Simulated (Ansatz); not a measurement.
# Al3Ru2 (I4/mmm) in Ansatz: further runs

Aim: see how the results for Al3Ru2 move with the level of theory and the settings. Levels: LDA, r2SCAN. Tasks: relaxation of cell and atoms.

Program: Ansatz 0.2.0. These are calculated values, not measurements. Logs are shortened: lines on timing, memory, paths and dates and some standing lists are left out, and cuts for length are marked.

### 1 Starting point

The structure is tetragonal, space group I4/mmm (No. 139). Conventional cell: a = 3.078 Å, b = 3.078 Å, c = 14.286 Å, α = 90.00°, β = 90.00°, γ = 90.00°. Around Ru (site symmetry 4mm) lie 9 Al at 2.51 to 2.86 Å. Around Al (site symmetry 4mm) lie 5 Ru at 2.51 to 2.86 Å and 5 Al at 2.70 to 2.77 Å. Around Al (site symmetry 4/mmm) lie 8 Ru at 2.65 Å and 2 Al at 2.77 Å.

The cell comes from a database or a generator and needn't be the stable form of this composition.

### 2 Relaxation of cell and atoms, LDA

File input.yaml:

```yaml
crystal:
  lattice:
    - [-1.538900875, 1.538900875, 7.14310203]
    - [1.538900875, -1.538900875, 7.14310203]
    - [1.538900875, 1.538900875, -7.14310203]
  atoms:
    - { symbol: Ru, position: [0.39413143, 0.39413143, 0.0] }
    - { symbol: Ru, position: [0.60586857, 0.60586857, 0.0] }
    - { symbol: Al, position: [0.19381538, 0.19381538, 0.0] }
    - { symbol: Al, position: [0.80618462, 0.80618462, 0.0] }
    - { symbol: Al, position: [0.0, 0.0, 0.0] }
hamiltonian:
  xc: lda
  pseudopotentials: { kind: paw }
kpoints:
  mp_grid: { grid: [12, 12, 12] }
scf:
  occupations: { method: fermi_dirac, width: 0.05 }
output:
  forces: true
  stress: true
  eigenvalues: true
  write_density: true
  write_potential: true
  elf: true
  volumetric_format: npy
relax:
  f_tol: 0.01
  max_steps: 40
  cell: { stress_tol: 0.05 }
```

Potentials or basis: Ansatz PAW.

The run is started by

```console
ansatz run input.yaml --threads 2 --pin off --max-ram 5632MiB --backend cpu --events-out ev --progress --plain --runs-dir out
```

The program printed:

```text
Warning: RAYON_NUM_THREADS=2 ignored (pool sized by the plan → 2); use --threads N
basis.fft_grid_basis auto: the FFT boxes are laid along the combinations [[1, -1, 0], [0, 1, 0], [1, 0, 1]] of the cell's own vectors, 4.353, 7.467 and 3.078 Å long. The dense box has 30×50×24 points. Along the cell's own vectors, as sized, it would have 50×50×50, 3.47 times as many. Of the 16 symmetry operations that the crystal satisfies within crystal.symmetry.tolerance (time reversal apart; of a slab, those that keep its plane) the dense box along the cell's own vectors carries 16, and the one as laid loses 14 of those. basis.fft_grid_basis: typed keeps the cell's own vectors: state it where this run's energies or levels are differenced outside the engine with another run's, or held beside a run that keeps those vectors. Those combinations have planes normal to reciprocal vector 3, as the cell's own vectors have. Each planar average written beside output.write_density, output.write_potential has a row for each plane of the box: 24. The volumetric files lie along those combinations, not along the cell's own vectors: a cube or XSF file states them, and fields.json those of NumPy files.
Engine: ansatz 0.2.0, x86_64-unknown-linux-gnu
Pseudopotentials: kind: paw
Pseudopotential: Ru, paw, valence charge 16, recommended cutoff 420 eV (normal), Ru.paw.azcp
Pseudopotential: Al, paw, valence charge 3, recommended cutoff 420 eV (normal), Al.paw.azcp
Functional definition: SPW92
  exchange = slater_x
  correlation = pw_c
Crystal: 5 atoms, lattice volume = 67.666 Å³
Basis set: ecut = 420 eV, 1331 PW (Γ), FFT grids on a1−a2, a2, a1+a3
Bands: 26, of which v1, the nominal top of the filled ones, is band 21 counted from 1 (20 counted from 0)
Symmetry: 16 space group operations
Space group: I4/mmm (ITA 139), of the structure as read, at distance tolerance 4.1e-5 Å
k-points: 163 of 1728
Non-local potential: Ru, projectors of the file, l = 0: 3, l = 1: 2, l = 2: 2, l = 3: 1
Non-local potential: Al, projectors of the file, l = 0: 2, l = 1: 2, l = 2: 1
PAW form: soft (Blöchl's): semilocal exchange-correlation on the pseudo side does not see the compensation charge
PAW frozen core: Ru, regenerated for the run's functional, and the local potential with it (the file was generated under x = pbe(κ = 0.804, μ = 0.2195149727645171), c = pbe(β = 0.06672455060314922))
PAW frozen core: Al, regenerated for the run's functional, and the local potential with it (the file was generated under x = pbe(κ = 0.804, μ = 0.2195149727645171), c = pbe(β = 0.06672455060314922))
PAW one-centre angular grid: Ru, 590 points (default); XC on 64 Gauss nodes
PAW one-centre angular grid: Al, 110 points (default); XC on 64 Gauss nodes
Initial density: superposition of atomic densities (neutral atoms: chi_scale 0, normalization atom), corrected by the library's trained network
Initial wavefunctions: pseudopotential atomic-orbital guess
Functional: x = slater, c = lda
SCF iter   1: F=—  HF=-13058.645982 eV  |F-HF|=—  |Δ(HF+E_count)|=         —  Δρ=4.64e-3  dr2=2.43e-2  ethr=1.77e-3  ⟨swp⟩=6.8  Hψ=20046  notcnv=0
preconditioner: auto → Kerker (q_TF=auto, 2.510 Å⁻¹)  [metal: Δε(μ)=0.019 eV  Ē_g=6.584 eV  σ=0.050 eV  W_gap=0.09  n_scr=20 (ndim 8)  ℏωp=22.6 eV  f_vac=0.000  D(μ)=1.66/eV (n_scr^D=12)]
SCF iter   2: F=—  HF=-13058.644031 eV  |F-HF|=—  |Δ(HF+E_count)|=   1.95e-3  Δρ=2.71e-3  dr2=9.59e-3  ethr=5.92e-5  ⟨swp⟩=1.0  Hψ=5547  notcnv=0
SCF iter   3: F=—  HF=-13058.642661 eV  |F-HF|=—  |Δ(HF+E_count)|=   1.37e-3  Δρ=3.83e-4  dr2=1.08e-4  ethr=2.34e-5  ⟨swp⟩=2.0  Hψ=5477  notcnv=0
SCF iter   4: F=—  HF=-13058.642632 eV  |F-HF|=—  |Δ(HF+E_count)|=   2.88e-5  Δρ=9.60e-5  dr2=1.16e-5  ethr=2.63e-7  ⟨swp⟩=2.1  Hψ=7160  notcnv=0
SCF iter   5: F=—  HF=-13058.642630 eV  |F-HF|=—  |Δ(HF+E_count)|=   2.78e-6  Δρ=3.46e-5  dr2=1.40e-6  ethr=2.82e-8  ⟨swp⟩=1.8  Hψ=5015  notcnv=0
SCF iter   6: F=-13058.642629 eV  HF=-13058.642629 eV  |F-HF|=2.00e-8  |Δ(HF+E_count)|=   2.63e-7  Δρ=8.90e-6  dr2=3.61e-8  ethr=2.44e-10  ⟨swp⟩=8.9  Hψ=28538  notcnv=0
[... 64 lines left out ...]
Entropy (-TS):   -0.012858 eV (-2.572 meV/atom)
Fermi energy:    15.005708 eV
--- Per-component energies (eV) ---
  E_band       = -256.387793
  E_kinetic    = 1115.785237
  E_local      = -4053.574838  (includes V_loc(G=0)·N_el)
  E_nonlocal   = 732.322932
  E_hartree    = 1494.135400
  E_xc         = -503.631942
  E_vxc        = -574.134505  (∫ρ·V_xc dr)
  E_paw        = -8015.326847  (= ΣΔE_a)
  E_vpaw       = -465.056963  (= ΣTr[D̂ρ^β])
  E_aug_tail   = -0.000456  (compensation charges beyond the density's cutoff)
  E_ewald      = -3829.683039
  E_core_change = 1.310520  (= ΣΔE_core)
  E_smearing   = -0.012858  (= −TS)
  E_closure    = 0.000000  (closes the sum)
  Σ components = -13058.675892   (vs F -13058.675892, Δ=0.00e0)
--- Forces (eV/Å), atoms counted from 1 ---
  atom   1  Ru     0.00000000     0.00000000    -0.00218791
  atom   2  Ru    -0.00000000     0.00000000     0.00218791
  atom   3  Al     0.00000000    -0.00000000    -0.00118780
  atom   4  Al    -0.00000000    -0.00000000     0.00118780
  atom   5  Al     0.00000000     0.00000000     0.00000000
  max |Σ_I F_I| component: 6.07e-18 eV/Å
--- Stress (GPa, compression-positive) ---
       -0.049400       0.000000       0.000000
        0.000000      -0.049400      -0.000000
        0.000000       0.000000       0.001491
  P = ⅓ Tr σ = -0.0324 GPa (-0.324 kbar)
--- Band table (eV; the first three rows and the last of 163) ---
  k-point 0: bands = ["-56.7590", "-56.7509", "-26.8917", "-26.8198", "-26.8198", "-26.8107", "-26.8107", "-26.7832", "4.5067", "7.5030", "7.6839", "11.1581", "11.3675", "11.6461", "13.4426", "13.5555", "13.5555", "14.1145", "14.1145", "14.7543", "14.9029", "18.4765", "19.7099", "20.5099", "20.5099", "21.0592"]
  k-point 1: bands = ["-56.7573", "-56.7492", "-26.8889", "-26.8312", "-26.8302", "-26.8217", "-26.8210", "-26.7810", "4.7477", "7.6451", "7.9475", "11.2522", "11.4613", "11.7184", "13.3366", "13.3636", "13.6371", "13.9152", "14.0214", "14.4199", "14.6120", "18.7645", "19.3518", "19.8410", "19.9546", "20.6717"]
  k-point 2: bands = ["-56.7528", "-56.7447", "-26.8814", "-26.8615", "-26.8587", "-26.8511", "-26.8490", "-26.7751", "5.4462", "8.0469", "8.6743", "11.4967", "11.7179", "11.8473", "12.8292", "13.1845", "13.5291", "13.5350", "13.6328", "13.9159", "14.0380", "18.3106", "18.7483", "19.8516", "20.0222", "20.0511"]
  k-point 162: bands = ["-56.7589", "-56.7509", "-26.8898", "-26.8199", "-26.8199", "-26.8106", "-26.8106", "-26.7852", "4.9964", "5.7838", "9.5735", "10.8372", "11.2748", "11.7576", "12.9869", "13.3354", "13.3354", "14.4603", "14.4603", "14.7710", "14.8853", "17.4604", "19.3816", "19.3816", "20.7435", "22.1312"]
--- Relaxed structure (4 steps of the walk, 4 accepted, 1 SCFs on fresh bases) ---
  F+E_penalty+E_count = -13058.67589228 eV   max|allowed force component| = 2.188e-3 eV/Å   (the final SCF, on the basis selected at the relaxed cell)
  cell:  # Å, volume = 65.7878 Å³
    - [-1.5247507626897567, 1.5247507626897567, 7.074371045079115]
    - [1.5247507626897567, -1.5247507626897567, 7.074371045079115]
    - [1.5247507626897567, 1.5247507626897567, -7.074371045079115]
  atoms:
    - { symbol: Ru, position: [0.39448878247895214, 0.39448878247895214, 6.9200965103614e-37] }
    - { symbol: Ru, position: [0.6055112175210482, 0.6055112175210482, -7.276531437902842e-36] }
    - { symbol: Al, position: [0.19378911929536322, 0.19378911929536322, 1.382815349421706e-36] }
    - { symbol: Al, position: [0.806210880704637, 0.806210880704637, -1.530032781243833e-35] }
    - { symbol: Al, position: [-5.0752474191502006e-20, -5.0752474191501994e-20, 7.52853709418059e-36] }
```

v_z.tsv:

```text
# z_ang	v_es[eV]	v_tot[eV]
# format = ansatz-planar-average/11
# xc	lda
# density_cutoff_ev	1680
# datasets	Ru=:simpson_from_first_knot:soft:shift=-1722341	Al=:simpson_from_first_knot:soft:shift=-2310594
# lattice	-1.524750763	1.524750763	7.074371045
# lattice	1.524750763	-1.524750763	7.074371045
# lattice	1.524750763	1.524750763	-7.074371045
# sites	5
# site	44	-0.000000000	0.000000000	5.581520041
# site	44	-0.000000000	-0.000000000	8.567222049
# site	13	-0.000000000	0.000000000	2.741872269
# site	13	-0.000000000	-0.000000000	11.406869821
# site	13	0.000000000	-0.000000000	-0.000000000
0.000000	-1.378979e0	-1.534319e1
0.308154	-1.159676e0	-1.506595e1
0.616309	-5.129351e-1	-1.424457e1
0.924463	5.326521e-1	-1.291107e1
1.232618	1.939931e0	-1.111989e1
1.540772	3.662891e0	-8.951792e0
[... 16 lines left out ...]
6.779396	-5.129351e-1	-1.424457e1
7.087551	-1.159676e0	-1.506595e1
```

It took 20 s on 2 threads of Intel Xeon 6975P-C (Granite Rapids), shared host; peak memory 0.55 GiB.

Results:

* Free energy: -13058.6759 eV
* Relaxed volume: 13.16 Å³/atom
* Relaxed cell: a = 7.396 Å, b = 7.396 Å, c = 7.396 Å, α = 156.20°, β = 156.20°, γ = 33.90°
* Space group after relaxing (to 0.05 Å): I4/mmm (No. 139)
* Energy gained by relaxing: 6.7 meV/atom
* Ionic steps: 5
* Pressure after relaxing: 0.0 GPa
* Band gap on the k mesh: none (metal or under the smearing width)

Forces in eV/Å, atoms in the order of the input:
```
Ru   0.000  0.000 -0.002
Ru   0.000  0.000  0.002
Al   0.000  0.000 -0.001
Al   0.000  0.000  0.001
Al   0.000  0.000  0.000
```

The path:
```csv
step,energy change (eV),largest force (eV/Å),volume (Å³)
1,0.0000,0.1066,67.67
2,-0.0310,0.1032,65.30
3,-0.0337,0.0155,65.81
4,-0.0338,0.0023,65.79
5,-0.0333,0.0022,65.79
```

Final structure:
```
Ru Al
1.0
    -1.52475    1.52475    7.07437
     1.52475   -1.52475    7.07437
     1.52475    1.52475   -7.07437
Ru Al
2 3
Direct
  0.39449 0.39449 0.00000
  0.60551 0.60551 0.00000
  0.19379 0.19379 0.00000
  0.80621 0.80621 0.00000
  0.00000 0.00000 0.00000
```

Caveat: the plane-wave basis is chosen anew once the cell has moved, so the energies of steps on either side of that aren't comparable; the PAW data sets come from PBE, with cores solved anew for the run's functional, which leaves a small shift of forces and pressure.

### 3 Relaxation of cell and atoms, r2SCAN

Changes to input.yaml since step 2:

```diff
@@ -12,3 +12,3 @@
 hamiltonian:
-  xc: lda
+  xc: r2scan
   pseudopotentials: { kind: paw }
```

Potentials or basis: Ansatz PAW.

The run is started by

```console
ansatz run input.yaml --threads 2 --pin off --max-ram 5632MiB --backend cpu --events-out ev --progress --plain --runs-dir out
```

The program printed:

```text
Warning: RAYON_NUM_THREADS=2 ignored (pool sized by the plan → 2); use --threads N
basis.fft_grid_basis auto: the FFT boxes are laid along the combinations [[1, -1, 0], [0, 1, 0], [1, 0, 1]] of the cell's own vectors, 4.353, 7.467 and 3.078 Å long. The dense box has 32×60×24 points. Along the cell's own vectors, as sized, it would have 60×60×60, 4.69 times as many. Of the 16 symmetry operations that the crystal satisfies within crystal.symmetry.tolerance (time reversal apart; of a slab, those that keep its plane) the dense box along the cell's own vectors carries 16, and the one as laid loses 14 of those. basis.fft_grid_basis: typed keeps the cell's own vectors: state it where this run's energies or levels are differenced outside the engine with another run's, or held beside a run that keeps those vectors. Those combinations have planes normal to reciprocal vector 3, as the cell's own vectors have. Each planar average written beside output.write_density, output.write_potential has a row for each plane of the box: 24. The volumetric files lie along those combinations, not along the cell's own vectors: a cube or XSF file states them, and fields.json those of NumPy files.
[... 2 set-up lines as earlier in the session ...]
Pseudopotential: Ru, paw, valence charge 16, recommended cutoff 500 eV (meta_gga), Ru.paw.azcp
Pseudopotential: Al, paw, valence charge 3, recommended cutoff 500 eV (meta_gga), Al.paw.azcp
Functional definition: r2SCAN
  parameter k0 = 0.174
  parameter k1 = 0.065
  parameter a1 = 4.9479
  exchange = r2scan_x(k0 = k0, k1 = k1, a1 = a1)
  correlation = r2scan_c
Crystal: 5 atoms, lattice volume = 67.666 Å³
Basis set: ecut = 500 eV, 1735 PW (Γ), FFT grids on a1−a2, a2, a1+a3, exchange–correlation on 128×240×96 points (64 copies of the dense FFT grid, shifted against one another)
Bands: 26, of which v1, the nominal top of the filled ones, is band 21 counted from 1 (20 counted from 0)
[... 2 set-up lines as earlier in the session ...]
k-points: 163 of 1728
[... 3 set-up lines as earlier in the session ...]
PAW frozen core: Ru, regenerated for the run's functional (the file was generated under x = pbe(κ = 0.804, μ = 0.2195149727645171), c = pbe(β = 0.06672455060314922))
PAW frozen core: Al, regenerated for the run's functional (the file was generated under x = pbe(κ = 0.804, μ = 0.2195149727645171), c = pbe(β = 0.06672455060314922))
PAW one-centre angular grid: Ru, 590 points (default); XC on 160 Gauss nodes
PAW one-centre angular grid: Al, 302 points (default); XC on 160 Gauss nodes
[... 1 set-up line as earlier in the session ...]
[... 60 lines left out ...]
  E_paw        = -8379.587418  (= ΣΔE_a)
  E_vpaw       = -470.335091  (= ΣTr[D̂ρ^β])
  E_aug_tail   = 0.000176  (compensation charges beyond the density's cutoff)
  E_vtau       = 42.523966  (kinetic-family band-sum trace: ∫τ·v_τ [+ j·A + Jᵃ·Aᵃ] dr)
  E_ewald      = -3795.887779
  E_core_change = -0.802235  (= ΣΔE_core)
  E_smearing   = -0.010811  (= −TS)
  E_closure    = 0.000000  (closes the sum)
  Σ components = -13406.482998   (vs F -13406.482998, Δ=0.00e0)
--- Forces (eV/Å), atoms counted from 1 ---
  atom   1  Ru     0.00000000    -0.00000000    -0.00124161
  atom   2  Ru    -0.00000000     0.00000000     0.00124161
  atom   3  Al     0.00000000     0.00000000     0.00182446
  atom   4  Al    -0.00000000     0.00000000    -0.00182446
  atom   5  Al     0.00000000     0.00000000    -0.00000000
  max |Σ_I F_I| component: 5.20e-18 eV/Å
--- Stress (GPa, compression-positive) ---
        0.004595       0.000000       0.000000
        0.000000       0.004595      -0.000000
        0.000000       0.000000       0.023346
  P = ⅓ Tr σ = 0.0108 GPa (0.108 kbar)
--- Band table (eV; the first three rows and the last of 163) ---
  k-point 0: bands = ["-59.3512", "-59.3435", "-28.6432", "-28.5736", "-28.5736", "-28.5647", "-28.5647", "-28.5393", "3.7693", "6.8774", "7.1156", "10.8315", "11.1291", "11.4170", "13.1064", "13.1795", "13.1795", "13.7291", "13.7291", "14.3491", "14.4909", "18.3392", "19.6042", "20.4806", "20.4806", "21.0605"]
  k-point 1: bands = ["-59.3495", "-59.3419", "-28.6404", "-28.5848", "-28.5839", "-28.5755", "-28.5748", "-28.5370", "4.0183", "7.0303", "7.3875", "10.9266", "11.2149", "11.4736", "12.9571", "13.0137", "13.2638", "13.5343", "13.6535", "14.0197", "14.2068", "18.6035", "19.1688", "19.7227", "19.9525", "20.6301"]
  k-point 2: bands = ["-59.3450", "-59.3375", "-28.6328", "-28.6147", "-28.6118", "-28.6045", "-28.6024", "-28.5310", "4.7419", "7.4620", "8.1379", "11.1660", "11.4403", "11.5329", "12.4479", "12.8112", "13.1499", "13.1853", "13.2417", "13.5509", "13.6952", "18.0560", "18.6072", "19.7262", "19.9086", "19.9862"]
  k-point 162: bands = ["-59.3511", "-59.3435", "-28.6412", "-28.5737", "-28.5737", "-28.5646", "-28.5646", "-28.5412", "4.2558", "5.1330", "9.0818", "10.4623", "11.0257", "11.5422", "12.6487", "12.9566", "12.9566", "14.0712", "14.0712", "14.3650", "14.4743", "17.2425", "19.3416", "19.3416", "20.5695", "22.1635"]
--- Relaxed structure (3 steps of the walk, 3 accepted, 1 SCFs on fresh bases) ---
  F+E_penalty+E_count = -13406.48299825 eV   max|allowed force component| = 1.824e-3 eV/Å   (the final SCF, on the basis selected at the relaxed cell)
  cell:  # Å, volume = 67.5879 Å³
    - [-1.5375800661211658, 1.5375800661211658, 7.147155777913746]
    - [1.5375800661211658, -1.5375800661211658, 7.147155777913746]
    - [1.5375800661211658, 1.5375800661211658, -7.147155777913746]
  atoms:
    - { symbol: Ru, position: [0.3943982981366609, 0.3943982981366609, -3.030969479475302e-36] }
    - { symbol: Ru, position: [0.6056017018633393, 0.6056017018633393, -2.5421034343986404e-36] }
    - { symbol: Al, position: [0.19392712054437816, 0.19392712054437816, 3.813155151597961e-36] }
    - { symbol: Al, position: [0.806072879455622, 0.806072879455622, 4.302021196674623e-36] }
    - { symbol: Al, position: [-4.553493011574012e-21, -4.553493011574015e-21, -2.5421034343986404e-36] }
```

Wall time 34 s (2 threads of Intel Xeon 6975P-C (Granite Rapids), shared host); peak memory 0.81 GiB.

Results:

| Property | Result |
| --- | --- |
| Free energy | -13406.4830 eV |
| Relaxed volume | 13.52 Å³/atom |
| Relaxed cell | a = 7.471 Å, b = 7.471 Å, c = 7.471 Å, α = 156.25°, β = 156.25°, γ = 33.84° |
| Space group after relaxing (to 0.05 Å) | I4/mmm (No. 139) |
| Energy gained by relaxing | 0.1 meV/atom |
| Ionic steps | 4 |
| Pressure after relaxing | 0.0 GPa |
| Band gap on the k mesh | none (metal or under the smearing width) |

The path:
| step | energy change (eV) | largest force (eV/Å) | volume (Å³) |
| --- | --- | --- | --- |
| 1 | 0.0000 | 0.0633 | 67.67 |
| 2 | -0.0004 | 0.0155 | 67.55 |
| 3 | -0.0005 | 0.0020 | 67.59 |
| 4 | -0.0004 | 0.0018 | 67.59 |

Final structure:
```
CELL_PARAMETERS angstrom
-1.53758 1.53758 7.14716
1.53758 -1.53758 7.14716
1.53758 1.53758 -7.14716
ATOMIC_POSITIONS crystal
Ru 0.39440 0.39440 0.00000
Ru 0.60560 0.60560 0.00000
Al 0.19393 0.19393 0.00000
Al 0.80607 0.80607 0.00000
Al 0.00000 0.00000 0.00000
```

Caveat: the plane-wave basis is chosen anew once the cell has moved, so the energies of steps on either side of that aren't comparable; the PAW data sets come from PBE, with cores solved anew for the run's functional, which leaves a small shift of forces and pressure.
